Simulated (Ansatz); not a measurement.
**CaF2: band gap under strain**

How does strain move the band edges of the published phase of CaF2, and do the functionals agree on it? States: no strain; +0.9 % strain along x alone; -2.5 % shear in the xy plane.

Program: Ansatz 0.2.0. PAW datasets, plane waves. The values are computed, spin-unpolarised, and not measurements.

### 1 Starting point

The unstrained cell was relaxed with r2SCAN; in each strained cell the atoms were relaxed again with r2SCAN. Names of k-points are those of the unstrained zone, where strain can split equivalent points. First state: no strain.

It is cubic, Fm-3m (No. 225); conventional cell a = 5.439 Å, 13.41 Å³ an atom. Ca has 8 F at 2.36 Å; F has 4 Ca at 2.36 Å.

Structure file:

Space group Fm-3m (No. 225). a = 5.439 Å, b = 5.439 Å, c = 5.439 Å, α = 90.00°, β = 90.00°, γ = 90.00°
```tsv
atom	site	symmetry	x	y	z
Ca	4a	m-3m	0.0000	0.0000	0.0000
F	8c	-43m	0.2500	0.7500	0.7500
```

### 2 No strain: PBE

input.yaml reads:

```yaml
crystal:
  lattice:
    - [0.0, 2.719592886, 2.719592886]
    - [2.719592886, 0.0, 2.719592886]
    - [2.719592886, 2.719592886, 0.0]
  atoms:
    - { symbol: Ca, position: [0.0, 0.0, 0.0] }
    - { symbol: F, position: [0.25, 0.25, 0.25] }
    - { symbol: F, position: [0.75, 0.75, 0.75] }
kpoints:
  mp_grid: { grid: [8, 8, 8] }
  band_path:
    path:
      - [0.0, 0.0, 0.0]
      - [0.5, 0.0, 0.5]
      - [0.625, 0.25, 0.625]
      - [0.375, 0.375, 0.75]
      - [0.5, 0.5, 0.5]
      - [0.5, 0.25, 0.75]
      - [0.0, 0.5, 0.5]
    npoints: 1
hamiltonian:
  xc: pbe
scf:
  occupations: { method: fermi_dirac, width: 0.02 }
  n_extra_bands: 4
output:
  forces: true
  stress: true
  eigenvalues: true
```

Run with:

```sh
$ ansatz run input.yaml --threads 4 --pin off --max-ram 4608MiB --backend cpu --events-out ev --progress --plain --runs-dir out
```

Further steps of the session: No strain: r2SCAN; No strain: HSE06; +0.9 % strain along x alone: PBE; +0.9 % strain along x alone: r2SCAN; +0.9 % strain along x alone: HSE06; -2.5 % shear in the xy plane: PBE; -2.5 % shear in the xy plane: r2SCAN; -2.5 % shear in the xy plane: HSE06.

Before running it: what results should come out?

As calculated:

Least gap in eV (negative: overlap), with the change from the unstrained cell in brackets:

| state | volume change (%) | PBE | r2SCAN | HSE06 |
| --- | --- | --- | --- | --- |
| no strain | +0.0 | 7.38 | 8.03 | 9.45 |
| +0.9 % strain along x alone | +0.8 | 7.31 (-0.07) | 7.96 (-0.07) | 9.38 (-0.07) |
| -2.5 % shear in the xy plane | -0.0 | 7.38 (+0.00) | 8.03 (+0.00) | 9.45 (+0.00) |

What this shows: The largest move of the HSE06 gap in the table is -0.071 eV, under +0.9 % strain along x alone. PBE and HSE06 differ by 2.07 eV on the unstrained gap, and by at most 0.00 eV on its change: the two disagree on the size of the gap but agree on its response to strain.
